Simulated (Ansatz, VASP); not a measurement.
Two plane-wave programs on BeTe

INCAR

```
ALGO     = Normal         # electronic algorithm
EDIFF    = 1E-6           # SCF threshold, eV
EDIFFG   = -0.005         # ionic threshold
ENCUT    = 600            # plane-wave cutoff, eV
GGA      = CA             # functional
IBRION   = 2              # ionic algorithm
ISIF     = 3              # what is computed and relaxed
ISMEAR   = 0              # smearing method
LASPH    = True           # aspherical terms in the spheres
LCHARG   = False          # write CHGCAR
LREAL    = False          # projectors in reciprocal space
LWAVE    = False          # write WAVECAR
NELM     = 100            # most SCF steps
NSW      = 100            # ionic steps
PREC     = Accurate       # precision mode
SIGMA    = 0.02           # smearing width, eV
```

Contents of KPOINTS:

```
k-points
0
Gamma
  8 8 8
```

The input POSCAR:

```
BeTe
1.0
    0.0000000000      2.7700000000      2.7700000000
    2.7700000000      0.0000000000      2.7700000000
    2.7700000000      2.7700000000      0.0000000000
Be Te
1 1
Direct
    0.0000000000      0.0000000000      0.0000000000
    0.2500000000      0.2500000000      0.2500000000
```

Input for Ansatz:

```yaml
crystal:
  lattice:
    - [0.0, 2.77, 2.77]
    - [2.77, 0.0, 2.77]
    - [2.77, 2.77, 0.0]
  atoms:
    - { symbol: Be, position: [0.0, 0.0, 0.0] }
    - { symbol: Te, position: [0.25, 0.25, 0.25] }
basis:
  ecutwfc: 420
kpoints:
  mp_grid: { grid: [8, 8, 8] }
hamiltonian:
  xc: lda
scf:
  occupations: { method: gaussian, width: 0.02 }
output:
  forces: true
  stress: true
  eigenvalues: true
relax:
  adjacent_minimum: "off"
  f_tol: 0.005
  max_steps: 80
  cell: { stress_tol: 0.05 }
```

Alike in both runs: task relaxation of cell and atoms; functional LDA; k mesh 8 × 8 × 8; occupations gaussian, width 0.02 eV; no spin polarisation.

|  | VASP | Ansatz |
| --- | --- | --- |
| version | VASP 6.6.1 | Ansatz 0.2.0 |
| potentials or method | VASP PAW LDA potentials, release 64 (Be, Te) | scalar-relativistic, plane waves, PAW |
| plane-wave cutoff (eV) | 600 | 420 |
| valence electrons in the cell | 8 | 18 |

|  | VASP | Ansatz | Ansatz less VASP |
| --- | --- | --- | --- |
| gap on the k mesh at the Fermi level, each at its own relaxed structure (eV) | 1.78 | 1.79 | +0.010 |
| relaxed volume (Å³/atom) | 21.51 | 21.42 | -0.091 |
| relaxed cell length with the largest relative difference (Å) | 3.933 | 3.928 | -0.0055 |

The two sets of potentials don't hold the same shells in valence.

Caveats: spin-orbit coupling is left out, which moves the levels of the heavy elements. Expect the measured gap to be larger: semilocal functionals such as LDA lack the derivative discontinuity. A k mesh can miss the band edges.
